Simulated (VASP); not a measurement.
Input of a VASP 6.6.1 run:

INCAR

```
SYSTEM = Fe
PREC = Accurate ; ENCUT = 520
EDIFF = 1E-6 ; ISMEAR = -1
SIGMA = 0.1 ; LREAL = .False.
LASPH = .True. ; NELM = 150
ALGO = Normal ; ISIF = 2
LWAVE = .False. ; LCHARG = .False.
MAGMOM = 0 0 0 0 0 0 ; LORBIT = 11
LSORBIT = .True. ; GGA_COMPAT = .False.
LORBMOM = .True. ; LMAXMIX = 4
GGA = CA ; NBANDS = 28
```

Contents of KPOINTS:

```
regular mesh
0
Gamma
  11 11 11
  0 0 0
```

Contents of POSCAR:

```
Fe
1.0
    0.0000000000      2.3780883197      2.3780883197
    2.3780883197      0.0000000000      2.3780883197
    2.3780883197      2.3780883197      0.0000000000
Fe
2
Direct
    0.1250000000      0.1250000000      0.1250000000
    0.8750000000      0.8750000000      0.8750000000
```

Potentials or basis: VASP PAW LDA potentials, release 64 (Fe).

Launch:

```sh
$ cat potpaw_LDA.64/Fe/POTCAR > POTCAR
$ mpirun -np 1 vasp_ncl > vasp.out
```

(1) What does it give for the net moment?

(2) Estimate the pressure.

Results:

(1) 0.00 μB per cell.

(2) -2.1 GPa.
